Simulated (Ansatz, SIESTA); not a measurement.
**Sb: 3 runs at one level of theory**

```xyz
4
Lattice="4.5277 0.0000 0.0000 0.0000 4.4211 0.0000 -1.3205 0.0000 6.3643" Properties=species:S:1:pos:R:3 pbc="T T T"
Sb    0.6363    1.1053    4.3511
Sb    3.2336    3.3158    4.8545
Sb   -0.0264    1.1053    1.5099
Sb    2.5709    3.3158    2.0132
```

This isn't the form of Sb at room conditions, which is rhombohedral.

Alike in all runs: task band structure; functional PBEsol; k mesh 6 × 6 × 4; occupations fermi-dirac, width 0.05 eV; no spin polarisation; no spin-orbit coupling. Pressure is positive in compression and, in plane waves, holds the error of the finite cutoff, which Ansatz's Pulay term estimates and takes out.

```
                                                                                      program and potentials  plane-wave cutoff (eV)                                                  notes  pressure (GPa)  largest force (eV/Å)
SIESTA, files PseudoDojo sr-pbesol-0.4.1-standard, DZP (energy shift 0.003 Ry; two zetas on semicore shells)                       -  atomic basis; 15 valence electrons an atom on average           -1.31                 0.311
                                                                   Ansatz, PAW datasets made for the crystal                     140                 5 valence electrons an atom on average           -2.35                 0.145
                                                              Ansatz, all-electron LAPW, scalar-relativistic                       -                                                      -           -2.34                 0.146
```

Force on atom 1 (Sb), eV/Å:

```tsv
program and potentials	x	y	z
SIESTA, files PseudoDojo sr-pbesol-0.4.1-standard, DZP (energy shift 0.003 Ry; two zetas on semicore shells)	0.170	0.000	0.260
Ansatz, PAW datasets made for the crystal	-0.088	0.000	0.067
Ansatz, all-electron LAPW, scalar-relativistic	-0.089	0.000	0.067
```

The pressure spans -2.35 (Ansatz, PAW datasets made for the crystal) to -1.31 GPa (SIESTA, files PseudoDojo sr-pbesol-0.4.1-standard, DZP (energy shift 0.003 Ry; two zetas on semicore shells)), with all-electron results at -2.34. Rows in atomic bases carry the error of their basis and grid, which can be large.

The functional is the same throughout but for its coding, so the spread measures potentials, basis and numerics; runs on potential files found faulty are left out.
